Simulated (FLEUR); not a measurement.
# Ga (Cmcm) in FLEUR: further runs

Runs on Ga. Level: r2SCAN. Tasks: band structure, equation of state.

Everything below comes from runs of FLEUR MaX-R8.1 (later development tree). Logs are shortened: lines on timing, memory, paths and dates and some standing lists are left out, and cuts for length are marked.

## 1. The structure

The structure is orthorhombic, space group Cmcm (No. 63). The conventional cell has a = 2.900 Å, b = 8.130 Å, c = 3.170 Å, α = 90.00°, β = 90.00°, γ = 90.00°. Ga (site symmetry m2m) has 8 Ga at 2.68 to 2.90 Å as nearest neighbours.

This isn't the form of Ga at room conditions, which is orthorhombic.

## 2. Band structure, r2SCAN

File inp.xml:

```xml
<?xml version="1.0" encoding="UTF-8" standalone="no"?>
<fleurInput fleurInputVersion="0.39">
   <comment>
      Ga                                                                                                  
   </comment>
   <calculationSetup>
      <cutoffs Kmax="4.17" Gmax="12.9" GmaxXC="12.9" numbands="0"/>
      <scfLoop itmax="80" minDistance="0.0001" maxIterBroyd="30" imix="Anderson" alpha="0.05" precondParam="0.0" spinf="2.0" sdNocoIR="T"/>
      <coreElectrons ctail="F" frcor="F" kcrel="0" coretail_lmax="0"/>
      <xcFunctional name="LibXC" relativisticCorrections="F">
         <LibXCName exchange="mgga_x_r2scan" correlation="mgga_c_r2scan"/>
         <AuxGGA exchange="117" correlation="130"/>
      </xcFunctional>
      <magnetism jspins="1"/>
      <soc l_soc="F" theta="0.0" phi="0.0" spav="F"/>
      <expertModes spex="0" secvar="F"/>
      <geometryOptimization l_f="F" forcealpha="1.0" forcemix="BFGS" epsdisp="0.00001" epsforce="0.00001"/>
      <ldaU l_linMix="F" mixParam="0.05" spinf="1.0"/>
   </calculationSetup>
   <cell>
      <bzIntegration valenceElectrons="42.0" mode="hist" fermiSmearingEnergy="0.00183747">
         <kPointListSelection listName="default-1"/>
         <!-- k-points included here -->
         <xi:include xmlns:xi="http://www.w3.org/2001/XInclude" href="kpts.xml"> </xi:include>
      </bzIntegration>
      <!-- symmetry operations included here -->
      <xi:include xmlns:xi="http://www.w3.org/2001/XInclude" href="sym.xml"> </xi:include>
      <bulkLattice scale="1.0">
         <bravaisMatrix>
            <row-1>    2.7401028806699999    -7.6817366964990006     0.0000000000000000</row-1>
            <row-2>    2.7401028806699999     7.6817366964990006     0.0000000000000000</row-2>
            <row-3>    0.0000000000000000     0.0000000000000000     5.9904318149819993</row-3>
         </bravaisMatrix>
      </bulkLattice>
   </cell>
   <atomSpecies>
      <species name="Gallium (Ga)" element="Ga" atomicNumber="31">
         <mtSphere radius="2.35" gridPoints="777" logIncrement="0.016"/>
         <atomicCutoffs lmax="9" lnonsphr="9"/>
         <electronConfig flipSpins="F">
            <coreConfig>(1s1/2) (2s1/2) (2p1/2) (2p3/2)</coreConfig>
            <valenceConfig>(3s1/2) (3p1/2) (3p3/2) (4s1/2) (3d3/2) (3d5/2) (4p1/2) (4p3/2)</valenceConfig>
            <stateOccupation state="(4p1/2)" spinUp="0.166667" spinDown="0.166667"/>
            <stateOccupation state="(4p3/2)" spinUp="0.333333" spinDown="0.333333"/>
         </electronConfig>
         <energyParameters s="4" p="4" d="3" f="4"/>
         <lo type="SCLO" l="0" n="3" eDeriv="0"/>
         <lo type="SCLO" l="1" n="3" eDeriv="0"/>
         <lo type="SCLO" l="1" n="3" eDeriv="1"/>
         <lo type="HELO" l="2" n="4" eDeriv="0"/>
         <lo type="HELO" l="2" n="4" eDeriv="1"/>
         <lo type="SCLO" l="3" n="4" eDeriv="2"/>
      </species>
   </atomSpecies>
   <atomGroups>
      <atomGroup species="Gallium (Ga)">
         <relPos label="                   1">.1330000000 -.1330000000 -1.000/4.000</relPos>
         <relPos label="                   2">-.1330000000 .1330000000 1.000/4.000</relPos>
         <force calculate="T" relaxXYZ="TTT"/>
      </atomGroup>
   </atomGroups>
   <output dos="F" band="F" slice="F">
      <checks vchk="F" cdinf="F"/>
      <bandDOS minEnergy="-.5*Htr" maxEnergy="0.5*Htr" sigma="0.015" storeEVData="T"/>
      <vacuumDOS vacdos="F" integ="F" star="F" nstars="0" locx1="0.0" locy1="0.0" locx2="0.0" locy2="0.0" nstm="0" tworkf="0.0"/>
      <unfoldingBand unfoldBand="F" supercellX="1" supercellY="1" supercellZ="1"/>
      <plotting iplot="0" polar="F">
         <plot TwoD="T" vec1="  1.0  0.0  0.0" vec2="  0.0  1.0  0.0" vec3="  0.0  0.0  1.0" zero="  0.0  0.0  0.0" file="plot"/>
      </plotting>
      <chargeDensitySlicing numkpt="0" minEigenval="0.0" maxEigenval="0.0" nnne="0" pallst="F"/>
      <specialOutput eonly="F"/>
      <moessbauerParams electricFieldGradient="T" isomerShift="T" coreHyperfine="T" valenceHyperfine="T"/>
      <magneticCircularDichroism mcd="F" energyLo="-10.0" energyUp="0.0"/>
   </output>
  <!-- We include the file relax.xml here to enable relaxations (see documentation) -->
  <xi:include xmlns:xi="http://www.w3.org/2001/XInclude" href="relax.xml"> <xi:fallback/> </xi:include>
</fleurInput>
```

File crystal.txt:

```
Ga
&input cartesian=F /
1.4500000000  -4.0650000000  0.0000000000
1.4500000000  4.0650000000  0.0000000000
0.0000000000  0.0000000000  3.1700000000
1.8897261246
1.0 1.0 1.0

2
31 0.1330000000  0.8670000000  0.7500000000
31 0.8670000000  0.1330000000  0.2500000000

&kpt div1=10 div2=10 div3=8 gamma=T /
```

File inp.xml (bands):

```
<?xml version="1.0" encoding="UTF-8" standalone="no"?>
<fleurInput fleurInputVersion="0.39">
   <comment>
      Ga                                                                                                  
   </comment>
   <calculationSetup>
      <cutoffs Kmax="4.17" Gmax="12.9" GmaxXC="12.9" numbands="0"/>
      <scfLoop itmax="80" minDistance="0.0001" maxIterBroyd="30" imix="Anderson" alpha="0.05" precondParam="0.0" spinf="2.0" sdNocoIR="T"/>
      <coreElectrons ctail="F" frcor="F" kcrel="0" coretail_lmax="0"/>
      <xcFunctional name="LibXC" relativisticCorrections="F">
         <LibXCName exchange="mgga_x_r2scan" correlation="mgga_c_r2scan"/>
         <AuxGGA exchange="117" correlation="130"/>
      </xcFunctional>
      <magnetism jspins="1"/>
      <soc l_soc="F" theta="0.0" phi="0.0" spav="F"/>
      <expertModes spex="0" secvar="F"/>
      <geometryOptimization l_f="F" forcealpha="1.0" forcemix="BFGS" epsdisp="0.00001" epsforce="0.00001"/>
      <ldaU l_linMix="F" mixParam="0.05" spinf="1.0"/>
   </calculationSetup>
   <cell>
      <bzIntegration valenceElectrons="42.0" mode="hist" fermiSmearingEnergy="0.00183747">
         <kPointListSelection listName="path-1"/>
         <!-- k-points included here -->
         <xi:include xmlns:xi="http://www.w3.org/2001/XInclude" href="kpts.xml"> </xi:include>
      </bzIntegration>
      <!-- symmetry operations included here -->
      <xi:include xmlns:xi="http://www.w3.org/2001/XInclude" href="sym.xml"> </xi:include>
      <bulkLattice scale="1.0">
         <bravaisMatrix>
            <row-1>    2.7401028806699999    -7.6817366964990006     0.0000000000000000</row-1>
            <row-2>    2.7401028806699999     7.6817366964990006     0.0000000000000000</row-2>
            <row-3>    0.0000000000000000     0.0000000000000000     5.9904318149819993</row-3>
         </bravaisMatrix>
      </bulkLattice>
   </cell>
   <atomSpecies>
      <species name="Gallium (Ga)" element="Ga" atomicNumber="31">
         <mtSphere radius="2.35" gridPoints="777" logIncrement="0.016"/>
         <atomicCutoffs lmax="9" lnonsphr="9"/>
         <electronConfig flipSpins="F">
            <coreConfig>(1s1/2) (2s1/2) (2p1/2) (2p3/2)</coreConfig>
            <valenceConfig>(3s1/2) (3p1/2) (3p3/2) (4s1/2) (3d3/2) (3d5/2) (4p1/2) (4p3/2)</valenceConfig>
            <stateOccupation state="(4p1/2)" spinUp="0.166667" spinDown="0.166667"/>
            <stateOccupation state="(4p3/2)" spinUp="0.333333" spinDown="0.333333"/>
         </electronConfig>
         <energyParameters s="4" p="4" d="3" f="4"/>
         <lo type="SCLO" l="0" n="3" eDeriv="0"/>
         <lo type="SCLO" l="1" n="3" eDeriv="0"/>
         <lo type="SCLO" l="1" n="3" eDeriv="1"/>
         <lo type="HELO" l="2" n="4" eDeriv="0"/>
         <lo type="HELO" l="2" n="4" eDeriv="1"/>
         <lo type="SCLO" l="3" n="4" eDeriv="2"/>
      </species>
   </atomSpecies>
   <atomGroups>
      <atomGroup species="Gallium (Ga)">
         <relPos label="                   1">.1330000000 -.1330000000 -1.000/4.000</relPos>
         <relPos label="                   2">-.1330000000 .1330000000 1.000/4.000</relPos>
         <force calculate="T" relaxXYZ="TTT"/>
      </atomGroup>
   </atomGroups>
   <output dos="F" band="T" slice="F">
      <checks vchk="F" cdinf="F"/>
      <bandDOS minEnergy="-.5*Htr" maxEnergy="0.5*Htr" sigma="0.015" storeEVData="T"/>
      <vacuumDOS vacdos="F" integ="F" star="F" nstars="0" locx1="0.0" locy1="0.0" locx2="0.0" locy2="0.0" nstm="0" tworkf="0.0"/>
      <unfoldingBand unfoldBand="F" supercellX="1" supercellY="1" supercellZ="1"/>
      <plotting iplot="0" polar="F">
         <plot TwoD="T" vec1="  1.0  0.0  0.0" vec2="  0.0  1.0  0.0" vec3="  0.0  0.0  1.0" zero="  0.0  0.0  0.0" file="plot"/>
      </plotting>
      <chargeDensitySlicing numkpt="0" minEigenval="0.0" maxEigenval="0.0" nnne="0" pallst="F"/>
      <specialOutput eonly="F"/>
      <moessbauerParams electricFieldGradient="T" isomerShift="T" coreHyperfine="T" valenceHyperfine="T"/>
      <magneticCircularDichroism mcd="F" energyLo="-10.0" energyUp="0.0"/>
   </output>
  <!-- We include the file relax.xml here to enable relaxations (see documentation) -->
  <xi:include xmlns:xi="http://www.w3.org/2001/XInclude" href="relax.xml"> <xi:fallback/> </xi:include>
</fleurInput>
```

Potentials or basis: all-electron, FLAPW.

Command:

```console
inpgen -f crystal.txt -profile fastHighL
# inp.xml edited to the form shown
fleur_MPI
fleur_MPI   # second run, on inp.xml (bands)
```

What it wrote:

```text
Welcome to FLEUR        (www.flapw.de)
      MaX-Release 8.1          (www.max-centre.eu)
 func_ids         498         497         498         497
 MetaGGA potential functional detected - V_tau will be computed
 Auxiliary Potential for radial basis: exchange=         117  correlation=         130
The functional 'Re-regularized SCAN exchange by Furness et al' is an exchange functional, it belongs to the 'MGGA' family and is defined in the reference(s):
[1] J. W. Furness, A. D. Kaplan, J. Ning, J. P. Perdew, and J. Sun.,  J. Phys. Chem. Lett. 11, 8208-8215 (2020)
[2] J. W. Furness, A. D. Kaplan, J. Ning, J. P. Perdew, and J. Sun.,  J. Phys. Chem. Lett. 11, 9248-9248 (2020)
The functional 'Re-regularized SCAN correlation by Furness et al' is a correlation functional, it belongs to the 'MGGA' family and is defined in the reference(s):
[1] J. W. Furness, A. D. Kaplan, J. Ning, J. P. Perdew, and J. Sun.,  J. Phys. Chem. Lett. 11, 8208-8215 (2020)
[2] J. W. Furness, A. D. Kaplan, J. Ning, J. P. Perdew, and J. Sun.,  J. Phys. Chem. Lett. 11, 9248-9248 (2020)
 Using same functional for VXC and EXC

 ========== k-point set info ==========
 Selected k-point list: default-1
 k-point list type: mesh
 10 x 10 x 8
 Number of k points: 155

 ------------Calculation Setup---------------------------
 Number of MPI-tasks      :            1
 Number of PE/node        :            1
 Number of OMP-threads    :            1
 Most efficient MPI parallelization for:
           1           5          31         155
 Additional eigenvalue parallelization possible
 Number of basis functions:          406
 Approximate size of matrices (H+S) per k-point:         0.002 GB
 --------------------------------------------------------
The functional 'Hammer, Hansen, and Norskov' is an exchange functional, it belongs to the 'GGA' family and is defined in the reference(s):
[... 6 lines left out ...]
 Reset of history
 Reset of history
 Iteration:     1   Distance:      20.44599595 me/bohr^3
The functional 'Hammer, Hansen, and Norskov' is an exchange functional, it belongs to the 'GGA' family and is defined in the reference(s):
[1] B. Hammer, L. B. Hansen, and J. K. Nørskov.,  Phys. Rev. B 59, 7413 (1999)
The functional 'Perdew, Burke & Ernzerhof' is a correlation functional, it belongs to the 'GGA' family and is defined in the reference(s):
[1] J. P. Perdew, K. Burke, and M. Ernzerhof.,  Phys. Rev. Lett. 77, 3865 (1996)
[2] J. P. Perdew, K. Burke, and M. Ernzerhof.,  Phys. Rev. Lett. 78, 1396 (1997)
 Using same functional for VXC and EXC
 Iteration:     2   Distance:      19.58597464 me/bohr^3
The functional 'Hammer, Hansen, and Norskov' is an exchange functional, it belongs to the 'GGA' family and is defined in the reference(s):
[1] B. Hammer, L. B. Hansen, and J. K. Nørskov.,  Phys. Rev. B 59, 7413 (1999)
The functional 'Perdew, Burke & Ernzerhof' is a correlation functional, it belongs to the 'GGA' family and is defined in the reference(s):
[1] J. P. Perdew, K. Burke, and M. Ernzerhof.,  Phys. Rev. Lett. 77, 3865 (1996)
[2] J. P. Perdew, K. Burke, and M. Ernzerhof.,  Phys. Rev. Lett. 78, 1396 (1997)
 Using same functional for VXC and EXC
 Iteration:     3   Distance:      18.56086845 me/bohr^3
The functional 'Hammer, Hansen, and Norskov' is an exchange functional, it belongs to the 'GGA' family and is defined in the reference(s):
[1] B. Hammer, L. B. Hansen, and J. K. Nørskov.,  Phys. Rev. B 59, 7413 (1999)
The functional 'Perdew, Burke & Ernzerhof' is a correlation functional, it belongs to the 'GGA' family and is defined in the reference(s):
[1] J. P. Perdew, K. Burke, and M. Ernzerhof.,  Phys. Rev. Lett. 77, 3865 (1996)
[2] J. P. Perdew, K. Burke, and M. Ernzerhof.,  Phys. Rev. Lett. 78, 1396 (1997)
 Using same functional for VXC and EXC
 Iteration:     4   Distance:       2.64647299 me/bohr^3
The functional 'Hammer, Hansen, and Norskov' is an exchange functional, it belongs to the 'GGA' family and is defined in the reference(s):
[1] B. Hammer, L. B. Hansen, and J. K. Nørskov.,  Phys. Rev. B 59, 7413 (1999)
The functional 'Perdew, Burke & Ernzerhof' is a correlation functional, it belongs to the 'GGA' family and is defined in the reference(s):
[1] J. P. Perdew, K. Burke, and M. Ernzerhof.,  Phys. Rev. Lett. 77, 3865 (1996)
[2] J. P. Perdew, K. Burke, and M. Ernzerhof.,  Phys. Rev. Lett. 78, 1396 (1997)
 Using same functional for VXC and EXC
 Iteration:     5   Distance:       0.85489045 me/bohr^3
The functional 'Hammer, Hansen, and Norskov' is an exchange functional, it belongs to the 'GGA' family and is defined in the reference(s):
[... 39 lines left out ...]
 Using same functional for VXC and EXC
 Iteration:    11   Distance:       0.00237256 me/bohr^3
The functional 'Hammer, Hansen, and Norskov' is an exchange functional, it belongs to the 'GGA' family and is defined in the reference(s):
[1] B. Hammer, L. B. Hansen, and J. K. Nørskov.,  Phys. Rev. B 59, 7413 (1999)
The functional 'Perdew, Burke & Ernzerhof' is a correlation functional, it belongs to the 'GGA' family and is defined in the reference(s):
[1] J. P. Perdew, K. Burke, and M. Ernzerhof.,  Phys. Rev. Lett. 77, 3865 (1996)
[2] J. P. Perdew, K. Burke, and M. Ernzerhof.,  Phys. Rev. Lett. 78, 1396 (1997)
 Using same functional for VXC and EXC
 Iteration:    12   Distance:       0.00022509 me/bohr^3
The functional 'Hammer, Hansen, and Norskov' is an exchange functional, it belongs to the 'GGA' family and is defined in the reference(s):
[1] B. Hammer, L. B. Hansen, and J. K. Nørskov.,  Phys. Rev. B 59, 7413 (1999)
The functional 'Perdew, Burke & Ernzerhof' is a correlation functional, it belongs to the 'GGA' family and is defined in the reference(s):
[1] J. P. Perdew, K. Burke, and M. Ernzerhof.,  Phys. Rev. Lett. 77, 3865 (1996)
[2] J. P. Perdew, K. Burke, and M. Ernzerhof.,  Phys. Rev. Lett. 78, 1396 (1997)
 Using same functional for VXC and EXC
 Iteration:    13   Distance:       0.00023772 me/bohr^3
The functional 'Hammer, Hansen, and Norskov' is an exchange functional, it belongs to the 'GGA' family and is defined in the reference(s):
[1] B. Hammer, L. B. Hansen, and J. K. Nørskov.,  Phys. Rev. B 59, 7413 (1999)
The functional 'Perdew, Burke & Ernzerhof' is a correlation functional, it belongs to the 'GGA' family and is defined in the reference(s):
[1] J. P. Perdew, K. Burke, and M. Ernzerhof.,  Phys. Rev. Lett. 77, 3865 (1996)
[2] J. P. Perdew, K. Burke, and M. Ernzerhof.,  Phys. Rev. Lett. 78, 1396 (1997)
 Using same functional for VXC and EXC
 Iteration:    14   Distance:       0.00002017 me/bohr^3

 ********************************************************************
 Run finished successfully
 Stop message:
   all done
 ********************************************************************
```

It took 98 s on 1 thread of Intel Xeon 6975P-C (Granite Rapids), shared host; peak memory 0.1 GiB.

Results:

| Property | Result |
| --- | --- |
| Free energy | -105813.5088 eV |
| Band gap along the path | none (metal or under the smearing width) |
| Valence electrons inside the program's atomic spheres | Ga 19.51 (radii Ga 2.35 bohr) |

Levels at the corners of the path, in eV from the Fermi level:
```
point  band 18  band 19  band 20  band 21  band 22  band 23  band 24  band 25
    Γ   -15.19   -11.83    -2.51    -1.50     3.01     6.97     8.26     9.19
    X   -15.24    -6.53    -5.96    -4.21     4.15     4.30     7.51     8.97
    S   -15.25    -7.05    -5.70    -1.97    -0.29     6.85     7.06     9.45
    R   -15.24    -3.21    -3.21    -1.68    -1.68     1.91     1.91     4.57
    A   -15.24    -2.69    -2.69    -2.13    -2.13     0.29     0.29     7.93
    Z   -15.27    -7.79    -7.79     1.87     1.87     2.75     2.75    10.93
    Γ   -15.19   -11.83    -2.51    -1.50     3.01     6.97     8.26     9.19
    Y   -15.26    -9.72    -9.00     5.36     6.09     6.15     7.53     7.60
   X1   -15.24    -6.53    -5.96    -4.21     4.15     4.30     7.51     8.97
   A1   -15.24    -2.69    -2.69    -2.13    -2.13     0.29     0.29     7.93
    T   -15.32    -5.85    -5.85    -4.48    -4.48    10.10    10.10    12.11
    Y   -15.26    -9.72    -9.00     5.36     6.09     6.15     7.53     7.60
    Z   -15.27    -7.79    -7.79     1.87     1.87     2.75     2.75    10.93
    T   -15.32    -5.85    -5.85    -4.48    -4.48    10.10    10.10    12.11
```

Core levels (eV from the Fermi level):
```csv
atom,levels
1 Ga,"1s1/2 -10223.4, 2s1/2 -1257.2, 2p1/2 -1112.0, 2p3/2 -1084.4"
2 Ga,"1s1/2 -10223.4, 2s1/2 -1257.2, 2p1/2 -1112.0, 2p3/2 -1084.4"
```

Caveat: the meta-GGA is that of a development version, with a GGA for the radial functions and cores and without core tails.

## 3. Equation of state, r2SCAN, 17.56 Å³/atom (volume scaled by 0.94)

inp.xml: that of step 2 with these lines changed.

```diff
@@ -6,3 +6,3 @@
    <calculationSetup>
-      <cutoffs Kmax="4.17" Gmax="12.9" GmaxXC="12.9" numbands="0"/>
+      <cutoffs Kmax="4.3" Gmax="13.3" GmaxXC="13.3" numbands="0"/>
       <scfLoop itmax="80" minDistance="0.0001" maxIterBroyd="30" imix="Anderson" alpha="0.05" precondParam="0.0" spinf="2.0" sdNocoIR="T"/>
@@ -27,3 +27,3 @@
       <xi:include xmlns:xi="http://www.w3.org/2001/XInclude" href="sym.xml"> </xi:include>
-      <bulkLattice scale="1.0">
+      <bulkLattice scale="0.9795861087">
          <bravaisMatrix>
@@ -37,3 +37,3 @@
       <species name="Gallium (Ga)" element="Ga" atomicNumber="31">
-         <mtSphere radius="2.35" gridPoints="777" logIncrement="0.016"/>
+         <mtSphere radius="2.28" gridPoints="777" logIncrement="0.016"/>
          <atomicCutoffs lmax="9" lnonsphr="9"/>
```

Potentials or basis: all-electron, FLAPW.

Command:

```console
inpgen -f crystal.txt -profile fastHighL
# inp.xml edited to the form shown
fleur_MPI
```

It took 95 s on 1 thread of Intel Xeon 6975P-C (Granite Rapids), shared host; peak memory 0.1 GiB.

Results (log left out):

```yaml
Free_energy: -105813.5060 eV
Band_gap_on_the_k_mesh: none (metal or under the smearing width)
Valence_electrons_inside_the_program's_atomic_spheres: Ga 19.41 (radii Ga 2.28 bohr)
```

Caveat: the meta-GGA is that of a development version, with a GGA for the radial functions and cores and without core tails.

## 4. Equation of state, r2SCAN, 17.94 Å³/atom (volume scaled by 0.96)

inp.xml: that of step 3 with these lines changed.

```diff
@@ -27,3 +27,3 @@
       <xi:include xmlns:xi="http://www.w3.org/2001/XInclude" href="sym.xml"> </xi:include>
-      <bulkLattice scale="0.9795861087">
+      <bulkLattice scale="0.9864848297">
          <bravaisMatrix>
```

Command:

```console
inpgen -f crystal.txt -profile fastHighL
# inp.xml edited to the form shown
fleur_MPI
```

Run time: 96 s. Hardware: 1 thread of Intel Xeon 6975P-C (Granite Rapids), shared host; peak memory 0.11 GiB.

It converged, with:

* Free energy: -105813.5128 eV
* Band gap on the k mesh: none (metal or under the smearing width)
* Valence electrons inside the program's atomic spheres: Ga 19.39 (radii Ga 2.28 bohr)

Caveat: the meta-GGA is that of a development version, with a GGA for the radial functions and cores and without core tails.

[end of part 1 of 2]
